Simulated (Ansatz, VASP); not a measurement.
# One calculation of PtSe2, two programs

```
Se Pt
1.0
     3.70704    0.00000    0.00000
    -1.85352    3.21039    0.00000
     0.00000    0.00000   31.12129
Se Pt
2 1
Cartesian
  1.8535 1.0701 14.2361
  0.0000 2.1403 16.8852
  0.0000 0.0000 15.5606
```

Alike in both runs: functional PBE; dispersion D3(BJ); k mesh 9 × 9 × 1; occupations gaussian, width 0.02 eV; no spin polarisation.

Ansatz relaxed the structure, and its values are those at the end. VASP's run is a single point on that final structure, the one shown.

|  | VASP | Ansatz |
| --- | --- | --- |
| version | VASP 6.6.1 | Ansatz 0.2.0 |
| potentials or method | VASP PAW PBE potentials, release 64 (Se, Pt) | scalar-relativistic, plane waves, PAW |
| plane-wave cutoff (eV) | 520 | 420 |
| valence electrons in the cell | 22 | 50 |

|  | VASP | Ansatz | Ansatz less VASP |
| --- | --- | --- | --- |
| gap on the k mesh at the Fermi level (eV) | 1.35 | 1.36 | +0.009 |
| least direct gap on the mesh (eV) | 1.58 | 1.59 | +0.007 |

The two sets of potentials don't hold the same shells in valence.

Caveats: spin-orbit coupling is left out, which moves the levels of the heavy elements.
